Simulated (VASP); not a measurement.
# Ca (Immm) in VASP: a series of runs

Runs on Ca. Level: PBE. Tasks: single point.

Program: VASP 6.6.1. These are calculated values, not measurements. Logs are shortened: lines on timing, memory, paths and dates and some standing lists are left out, and cuts for length are marked.

## (1) The crystal as given

The structure is orthorhombic, space group Immm (No. 71). Conventional cell: a = 4.193 Å, b = 4.203 Å, c = 4.891 Å, α = 90.00°, β = 90.00°, γ = 90.00°. Ca (site symmetry mmm) is surrounded by 12 Ca at 3.85 to 4.20 Å.

This isn't the form of Ca at room conditions, which is fcc.

## (2) Single point, PBE

Contents of INCAR:

```
PREC     = Accurate       # precision mode
ENCUT    = 400            # plane-wave cutoff, eV
EDIFF    = 1E-6           # SCF threshold, eV
ISMEAR   = 1              # smearing method
SIGMA    = 0.1            # smearing width, eV
LREAL    = False          # projectors in reciprocal space
LASPH    = True           # aspherical terms in the spheres
NELM     = 100            # most SCF steps
ALGO     = Normal         # electronic algorithm
ISIF     = 2              # what is computed and relaxed
LWAVE    = False          # write WAVECAR
LCHARG   = False          # write CHGCAR
GGA      = PE             # functional
ADDGRID  = False
```

Contents of KPOINTS:

```
Automatic mesh
0
Gamma
  7 7 7
```

Contents of POSCAR:

```
Ca
1.0
   -2.1296130000      2.1366080000      2.5183870000
    2.0452440000     -2.1127450000      2.4255450000
    2.0940060000      2.0772270000     -2.4978770000
Ca
1
Direct
    0.5036690000      0.4760610000     -0.0172770000
```

Potentials or basis: VASP PAW PBE potentials, release 64 (Ca_pv).

Command:

```sh
cat potpaw_PBE.64/Ca_pv/POTCAR > POTCAR
mpirun -np 1 vasp_std > vasp.out
```

OUTCAR:

```text
PREC = Accurate
   ENCUT = 400
   EDIFF = 1E-6
   ISMEAR = 1
   LREAL = False
   LASPH = True
   NELM = 100
   ISIF = 2
   GGA = PE

 Found    172 irreducible k-points:

 Following reciprocal coordinates:
            Coordinates               Weight
  0.000000  0.000000  0.000000      1.000000
  0.142857  0.000000 -0.000000      2.000000
  0.285714  0.000000 -0.000000      2.000000
  0.428571  0.000000 -0.000000      2.000000
 -0.000000  0.142857 -0.000000      2.000000
  0.142857  0.142857 -0.000000      2.000000
   k-points           NKPTS =    172   k-points in BZ     NKDIM =    172   number of bands    NBANDS=      8
   number of dos      NEDOS =    301   number of ions     NIONS =      1
   total plane-waves  NPLWV =  21952
   dimension x,y,z NGX =    28 NGY =   28 NGZ =   28
   dimension x,y,z NGXF=    56 NGYF=   56 NGZF=   56
   ions per type =               1
   NGX,Y,Z   is equivalent  to a cutoff of  11.85, 12.21, 12.04 a.u.
   NGXF,Y,Z  is equivalent  to a cutoff of  23.69, 24.42, 24.09 a.u.
 SYSTEM =  unknown system
   PREC   = accura    normal or accurate (medium, high low for compatibility)
   ISTART =      0    job   : 0-new  1-cont  2-samecut
   ICHARG =      2    charge: 1-file 2-atom 10-const
   ISPIN  =      1    spin polarized calculation?
   LNONCOLLINEAR =      F non collinear calculations
   LSORBIT =      F    spin-orbit coupling
   LASPH  =      T    aspherical Exc in radial PAW
   ENCUT  =  400.0 eV  29.40 Ry    5.42 a.u.   6.41  6.22  6.30*2*pi/ulx,y,z
   NELM   =    100;   NELMIN=  2; NELMDL= -5     # of ELM steps
   EDIFF  = 0.1E-05   stopping-criterion for ELM
   LREAL  =      F    real-space projection
[... 7 lines left out ...]
   TEBEG  =    0.0;   TEEND  =   0.0 temperature during run
   PSTRESS=    0.0 pullay stress
   NELECT =       8.0000    total number of electrons
   NUPDOWN=      -1.0000    fix difference up-down
   EMIN   =  10.00;   EMAX   =-10.00  energy-range for DOS
   EFERMI =   0.00;   METHOD = LEGACY
   ISMEAR =     1;   SIGMA  =   0.10  broadening in eV -4-tet -1-fermi 0-gaus
   EFERMI_NEDOS =   21; number of points for ismear=-14 and -15
   IALGO  =     38    algorithm
   IMIX   =      4    mixing-type and parameters
     AMIX     =   0.40;   BMIX     =  1.00
     AMIX_MAG =   1.60;   BMIX_MAG =  1.00
  volume/ion in A,a.u.               =      43.10       290.85
  Fermi-wavevector in a.u.,A,eV,Ry     =   0.933859  1.764737 11.865531  0.872092
  Thomas-Fermi vector in A             =   2.060604
   LORBIT       =      0    0 simple, 1 ext, 2 COOP (PROOUT), +10 PAW based schemes
   GGA     = PE    functional components
   LHFCALC =     F    Hartree Fock is set to
   AEXX    =    0.0000 exact exchange contribution
   IVDW    =     0    specifies the selected vdW correction
   LEPSILON=     F    determine dielectric tensor
   LRPA    =     F    only Hartree local field effects (RPA)
 non-spin polarized calculation
 Methfessel and Paxton  Order N= 1 SIGMA  =   0.10
  energy-cutoff  :      400.00
  volume of cell :       43.10
 maximum number of plane-waves:       792
 NGX is ok and might be reduce to    28

 number of electron       8.0000001 magnetization

 Free energy of the ion-electron system (eV)
  ---------------------------------------------------
  ext. energy  EPLUGINS =         0.00000000
  ---------------------------------------------------
  free energy    TOTEN  =        -1.91385343 eV

  energy without entropy =       -1.91460406  energy(sigma->0) =       -1.91410364

 E-fermi :   2.1637     XC(G=0):  -7.6336

 val. band max:        2.1589232523   @ k =   0.1429   0.4286  -0.0000
 cond. band min:       2.1642423934   @ k =  -0.0000   0.4286   0.1429
 fundamental gap:      0.0053191411
 Fermi energy:         2.1636564399

 k-point     1 :       0.0000    0.0000    0.0000
  band No.  band energies     occupation
      1     -20.8717      2.00000
      2     -20.8693      2.00000
      3     -20.8573      2.00000
      4      -1.8719      2.00000
      5       4.2154      0.00000
      6       4.3430      0.00000
      7       4.9467      0.00000
      8       4.9758      0.00000

 k-point     2 :       0.1429    0.0000   -0.0000
  band No.  band energies     occupation
      1     -20.8906      2.00000
      2     -20.8768      2.00000
      3     -20.8616      2.00000
      4      -1.5355      2.00000
      5       4.0323     -0.00000
      6       4.3489      0.00000
      7       4.9107      0.00000
      8       5.0084      0.00000

 k-point     3 :       0.2857    0.0000   -0.0000
  band No.  band energies     occupation
      1     -20.9448      2.00000
      2     -20.8896      2.00000
      3     -20.8631      2.00000
      4      -0.5931      2.00000
      5       3.3040     -0.00000
      6       4.1371     -0.00000
      7       4.9496      0.00000
      8       5.5231      0.00000

 k-point     4 :       0.4286    0.0000   -0.0000
  band No.  band energies     occupation
      1     -20.9883      2.00000
      2     -20.8997      2.00000
      3     -20.8637      2.00000
      4       0.7035      2.00000
      5       2.2898     -0.07053
      6       3.9229     -0.00000
      7       4.8754      0.00000
      8       5.8053      0.00000

 k-point     5 :      -0.0000    0.1429   -0.0000
  band No.  band energies     occupation
      1     -20.8931      2.00000
      2     -20.8778      2.00000
      3     -20.8629      2.00000
      4      -1.5117      2.00000
      5       4.1866      0.00000
      6       4.3338      0.00000
      7       4.8637      0.00000
      8       4.9141      0.00000

 k-point     6 :       0.1429    0.1429   -0.0000
  band No.  band energies     occupation
      1     -20.9296      2.00000
      2     -20.8884      2.00000
      3     -20.8652      2.00000
      4      -0.9014      2.00000
      5       3.7025     -0.00000
      6       4.1895      0.00000
      7       4.9240      0.00000
      8       5.2187      0.00000

 [... further k-points ...]
[... 5 lines left out ...]
  --------------------------------------------------------------------------------------
  -------------------------------------------------------------------------------------
  Total       -0.0982137     -0.1992773     -0.0473457      0.0675942     -0.0561358      0.1933400
  in kB       -3.6509996     -7.4079401     -1.7600314      2.5127467     -2.0867950      7.1872262
  external PRESSURE =      -4.2729904 kB  Pullay stress =       0.0000000 kB

 VOLUME and BASIS-vectors are now :
 -----------------------------------------------------------------------------
  energy-cutoff  :      400.00
  volume of cell :       43.10
      direct lattice vectors                 reciprocal lattice vectors
    -2.129613000  2.136608000  2.518387000     0.005544617  0.236380961  0.201221828
     2.045244000 -2.112745000  2.425545000     0.245206417  0.001067158  0.206447491
     2.094006000  2.077227000 -2.497877000     0.243696023  0.239358134  0.003003396

 POSITION                                       TOTAL-FORCE (eV/Angst)
 -----------------------------------------------------------------------------------
      1.95887      2.11169     -0.03158         0.000000     -0.000000      0.000000
 -----------------------------------------------------------------------------------
    total drift:                               -0.000001      0.000007      0.000008

  FREE ENERGIE OF THE ION-ELECTRON SYSTEM (eV)
  ---------------------------------------------------
  free  energy   TOTEN  =        -1.9138534268 eV

  energy  without entropy=       -1.9146040596  energy(sigma->0) =       -1.91410364
```

OSZICAR:

```text
N       E                     dE             d eps       ncg     rms          rms(c)
DAV:   1     0.163096958555E+02    0.16310E+02   -0.36333E+03  2752   0.111E+03
DAV:   2    -0.112305220024E+01   -0.17433E+02   -0.17399E+02  2864   0.117E+02
DAV:   3    -0.189633063827E+01   -0.77328E+00   -0.77248E+00  4480   0.325E+01
DAV:   4    -0.190388776124E+01   -0.75571E-02   -0.75533E-02  3592   0.259E+00
DAV:   5    -0.190398199541E+01   -0.94234E-04   -0.94234E-04  4616   0.258E-01    0.743E-01
DAV:   6    -0.190950287972E+01   -0.55209E-02   -0.71144E-03  3144   0.171E+00    0.431E-01
DAV:   7    -0.191385341794E+01   -0.43505E-02   -0.84286E-03  3168   0.183E+00    0.516E-02
DAV:   8    -0.191384285316E+01    0.10565E-04   -0.42488E-04  3488   0.369E-01    0.876E-03
DAV:   9    -0.191385001565E+01   -0.71625E-05   -0.13979E-05  4800   0.355E-02    0.674E-03
DAV:  10    -0.191385280363E+01   -0.27880E-05   -0.18912E-06  3392   0.288E-02    0.181E-03
DAV:  11    -0.191385342677E+01   -0.62314E-06   -0.49560E-08  1672   0.296E-03
   1 F= -.19138534E+01 E0= -.19141036E+01  d E =0.750633E-03
```

stdout:

```text
POSCAR found type information on POSCAR Ca
 POSCAR found :  1 types and       1 ions
 scaLAPACK will be used
 LDA part: xc-table for (Slater+PW92), standard interpolation
 POSCAR, INCAR and KPOINTS ok, starting setup
 FFT: planning ... GRIDC
 FFT: planning ... GRID_SOFT
 FFT: planning ... GRID
 WAVECAR not read
 entering main loop
```

It took 22 s on 1 thread of Intel Xeon Platinum 8488C (Sapphire Rapids), shared host; peak memory 0.17 GiB.

The run converged, but some of its settings lie outside the range that counts as converged, so its numbers aren't taken as properties of the crystal.

Results:

| Property | Result |
| --- | --- |
| Free energy | -1.9139 eV |
| Pressure | -0.4 GPa |
| Band gap on the k mesh | none (metal or under the smearing width) |

## (3) Single point, PBE

This run uses another cell than the first one, of the same volume but with other edges.

Changes to INCAR since step 2:

```diff
@@ -1,3 +1,3 @@
 PREC     = Accurate       # precision mode
-ENCUT    = 400            # plane-wave cutoff, eV
+ENCUT    = 500            # plane-wave cutoff, eV
 EDIFF    = 1E-6           # SCF threshold, eV
```

KPOINTS is that of step 2.

Contents of POSCAR:

```
Ca
1.0
   -2.0964874600      2.1017318100      2.4453524600
    2.0964874600     -2.1017318100      2.4453524600
    2.0964874600      2.1017318100     -2.4453524600
Ca
1
Direct
    0.5000000000      0.5000000000      0.0000000000
```

Potentials or basis: VASP PAW PBE potentials, release 64 (Ca_pv).

Command:

```sh
cat potpaw_PBE.64/Ca_pv/POTCAR > POTCAR
mpirun -np 1 vasp_std > vasp.out
```

OUTCAR:

```text
PREC = Accurate
   ENCUT = 500
   EDIFF = 1E-6
   ISMEAR = 1
   LREAL = False
   LASPH = True
   NELM = 100
   ISIF = 2
   GGA = PE

 Found     64 irreducible k-points:

 Following reciprocal coordinates:
            Coordinates               Weight
  0.000000  0.000000  0.000000      1.000000
  0.142857 -0.000000  0.000000      4.000000
  0.285714 -0.000000  0.000000      4.000000
  0.428571 -0.000000  0.000000      4.000000
 -0.000000  0.142857  0.000000      4.000000
  0.142857  0.142857  0.000000      8.000000
   k-points           NKPTS =     64   k-points in BZ     NKDIM =     64   number of bands    NBANDS=      8
   number of dos      NEDOS =    301   number of ions     NIONS =      1
   total plane-waves  NPLWV =  21952
   dimension x,y,z NGX =    28 NGY =   28 NGZ =   28
   dimension x,y,z NGXF=    56 NGYF=   56 NGZF=   56
   ions per type =               1
   NGX,Y,Z   is equivalent  to a cutoff of  12.10, 12.10, 12.10 a.u.
   NGXF,Y,Z  is equivalent  to a cutoff of  24.21, 24.21, 24.21 a.u.
 SYSTEM =  unknown system
   PREC   = accura    normal or accurate (medium, high low for compatibility)
   ISTART =      0    job   : 0-new  1-cont  2-samecut
   ICHARG =      2    charge: 1-file 2-atom 10-const
   ISPIN  =      1    spin polarized calculation?
   LNONCOLLINEAR =      F non collinear calculations
   LSORBIT =      F    spin-orbit coupling
   LASPH  =      T    aspherical Exc in radial PAW
   ENCUT  =  500.0 eV  36.75 Ry    6.06 a.u.   7.01  7.01  7.01*2*pi/ulx,y,z
   NELM   =    100;   NELMIN=  2; NELMDL= -5     # of ELM steps
   EDIFF  = 0.1E-05   stopping-criterion for ELM
   LREAL  =      F    real-space projection
[... 7 lines left out ...]
   TEBEG  =    0.0;   TEEND  =   0.0 temperature during run
   PSTRESS=    0.0 pullay stress
   NELECT =       8.0000    total number of electrons
   NUPDOWN=      -1.0000    fix difference up-down
   EMIN   =  10.00;   EMAX   =-10.00  energy-range for DOS
   EFERMI =   0.00;   METHOD = LEGACY
   ISMEAR =     1;   SIGMA  =   0.10  broadening in eV -4-tet -1-fermi 0-gaus
   EFERMI_NEDOS =   21; number of points for ismear=-14 and -15
   IALGO  =     38    algorithm
   IMIX   =      4    mixing-type and parameters
     AMIX     =   0.40;   BMIX     =  1.00
     AMIX_MAG =   1.60;   BMIX_MAG =  1.00
  volume/ion in A,a.u.               =      43.10       290.85
  Fermi-wavevector in a.u.,A,eV,Ry     =   0.933859  1.764737 11.865532  0.872092
  Thomas-Fermi vector in A             =   2.060604
   LORBIT       =      0    0 simple, 1 ext, 2 COOP (PROOUT), +10 PAW based schemes
   GGA     = PE    functional components
   LHFCALC =     F    Hartree Fock is set to
   AEXX    =    0.0000 exact exchange contribution
   IVDW    =     0    specifies the selected vdW correction
   LEPSILON=     F    determine dielectric tensor
   LRPA    =     F    only Hartree local field effects (RPA)
 non-spin polarized calculation
 Methfessel and Paxton  Order N= 1 SIGMA  =   0.10
  energy-cutoff  :      500.00
  volume of cell :       43.10
 maximum number of plane-waves:      1117
   NGX = 15   NGY = 15   NGZ = 15

 number of electron       8.0000002 magnetization

 Free energy of the ion-electron system (eV)
  ---------------------------------------------------
  ext. energy  EPLUGINS =         0.00000000
  ---------------------------------------------------
  free energy    TOTEN  =        -1.91787471 eV

  energy without entropy =       -1.91963186  energy(sigma->0) =       -1.91846043

 E-fermi :   2.1650     XC(G=0):  -7.6346

 val. band max:        2.1345286871   @ k =  -0.4286   0.4286   0.4286
 cond. band min:       2.2069888474   @ k =  -0.4286  -0.4286   0.1429
 fundamental gap:      0.0724601603
 Fermi energy:         2.1649727556

 k-point     1 :       0.0000    0.0000    0.0000
  band No.  band energies     occupation
      1     -20.8755      2.00000
      2     -20.8753      2.00000
      3     -20.8603      2.00000
      4      -1.8721      2.00000
      5       4.2912      0.00000
      6       4.3049      0.00000
      7       4.8843      0.00000
      8       5.0024      0.00000

 k-point     2 :       0.1429   -0.0000    0.0000
  band No.  band energies     occupation
      1     -20.8955      2.00000
      2     -20.8819      2.00000
      3     -20.8655      2.00000
      4      -1.5284      2.00000
      5       4.0992     -0.00000
      6       4.3251      0.00000
      7       4.9360      0.00000
      8       4.9378      0.00000

 k-point     3 :       0.2857   -0.0000    0.0000
  band No.  band energies     occupation
      1     -20.9496      2.00000
      2     -20.8966      2.00000
      3     -20.8675      2.00000
      4      -0.5666      2.00000
      5       3.3552     -0.00000
      6       4.0826     -0.00000
      7       4.9935      0.00000
      8       5.4949      0.00000

 k-point     4 :       0.4286   -0.0000    0.0000
  band No.  band energies     occupation
      1     -20.9932      2.00000
      2     -20.9084      2.00000
      3     -20.8683      2.00000
      4       0.7506      2.00000
      5       2.3466     -0.02760
      6       3.8500     -0.00000
      7       4.9210      0.00000
      8       5.8031      0.00000

 k-point     5 :      -0.0000    0.1429    0.0000
  band No.  band energies     occupation
      1     -20.8954      2.00000
      2     -20.8821      2.00000
      3     -20.8655      2.00000
      4      -1.5274      2.00000
      5       4.1095     -0.00000
      6       4.3126      0.00000
      7       4.9329      0.00000
      8       4.9446      0.00000

 k-point     6 :       0.1429    0.1429    0.0000
  band No.  band energies     occupation
      1     -20.9281      2.00000
      2     -20.8934      2.00000
      3     -20.8701      2.00000
      4      -0.9188      2.00000
      5       3.6891     -0.00000
      6       4.1277     -0.00000
      7       4.9636      0.00000
      8       5.2477      0.00000

 [... further k-points ...]
[... 5 lines left out ...]
  --------------------------------------------------------------------------------------
  -------------------------------------------------------------------------------------
  Total       -0.1436722     -0.1633326     -0.0278411      0.0000000      0.0000000      0.0000000
  in kB       -5.3408743     -6.0717297     -1.0349657      0.0000000      0.0000000      0.0000000
  external PRESSURE =      -4.1491899 kB  Pullay stress =       0.0000000 kB

 VOLUME and BASIS-vectors are now :
 -----------------------------------------------------------------------------
  energy-cutoff  :      500.00
  volume of cell :       43.10
      direct lattice vectors                 reciprocal lattice vectors
    -2.096487460  2.101731810  2.445352460     0.000000000  0.237899050  0.204469502
     2.096487460 -2.101731810  2.445352460     0.238494153  0.000000000  0.204469502
     2.096487460  2.101731810 -2.445352460     0.238494153  0.237899050  0.000000000

 POSITION                                       TOTAL-FORCE (eV/Angst)
 -----------------------------------------------------------------------------------
      0.00000      0.00000      2.44535         0.000000     -0.000000      0.000000
 -----------------------------------------------------------------------------------
    total drift:                                0.000000     -0.000000      0.000000

  FREE ENERGIE OF THE ION-ELECTRON SYSTEM (eV)
  ---------------------------------------------------
  free  energy   TOTEN  =        -1.9178747082 eV

  energy  without entropy=       -1.9196318633  energy(sigma->0) =       -1.91846043
```

Run time: 9.5 s. Hardware: 1 thread of Intel Xeon Platinum 8488C (Sapphire Rapids), shared host; peak memory 0.16 GiB.

These settings aren't checked as converged: the numbers below hold their error.

What came out:

- Free energy: -1.9179 eV
- Pressure: -0.4 GPa
- Band gap on the k mesh: none (metal or under the smearing width)

## (4) Single point, PBE

INCAR is that of step 3.

KPOINTS is that of step 3.

Contents of POSCAR:

```
Ca
1.0
   -2.1296130000      2.1366080000      2.5183870000
    2.0452440000     -2.1127450000      2.4255450000
    2.0940060000      2.0772270000     -2.4978770000
Ca
1
Direct
    0.5036690000      0.4760610000     -0.0172770000
```

Command:

```sh
cat potpaw_PBE.64/Ca_pv/POTCAR > POTCAR
mpirun -np 1 vasp_std > vasp.out
```

Wall time 28 s (1 thread of Intel Xeon Platinum 8488C (Sapphire Rapids), shared host); peak memory 0.19 GiB.

The run converged, but some of its settings lie outside the range that counts as converged, so its numbers aren't taken as properties of the crystal.

Results:

```yaml
Free_energy: -1.9139 eV
Pressure: -0.4 GPa
Band_gap_on_the_k_mesh: none (metal or under the smearing width)
```

## (5) Single point, PBE

This run uses another cell than the first one, of the same volume but with other edges.

Changes to INCAR since step 4:

```diff
@@ -1,3 +1,3 @@
 PREC     = Accurate       # precision mode
-ENCUT    = 500            # plane-wave cutoff, eV
+ENCUT    = 250            # plane-wave cutoff, eV
 EDIFF    = 1E-6           # SCF threshold, eV
```

Contents of KPOINTS:

```
Automatic mesh
0
Gamma
  10 10 10
```

Contents of POSCAR:

```
Ca
1.0
   -2.0964874600      2.1017318100      2.4453524600
    2.0964874600     -2.1017318100      2.4453524600
    2.0964874600      2.1017318100     -2.4453524600
Ca
1
Direct
    0.5000000000      0.5000000000      0.0000000000
```

Command:

```sh
cat potpaw_PBE.64/Ca_pv/POTCAR > POTCAR
mpirun -np 1 vasp_std > vasp.out
```

It took 9.8 s on 1 thread of Intel Xeon Platinum 8488C (Sapphire Rapids), shared host; peak memory 0.13 GiB.

These settings aren't checked as converged: the numbers below hold their error.

What came out:

| Property | Result |
| --- | --- |
| Free energy | -1.9099 eV |
| Pressure | -0.4 GPa |
| Band gap on the k mesh | none (metal or under the smearing width) |

## (6) For comparison

An earlier run on the cell as given: functional PBE; potentials or basis VASP PAW PBE potentials, release 64 (Ca_sv); cutoff 520 eV; k mesh 9 × 9 × 9; occupations fermi-dirac, width 0.05 eV; no spin polarisation.

- Pressure: -0.4 GPa
- Band gap on the k mesh: none (metal or under the smearing width)
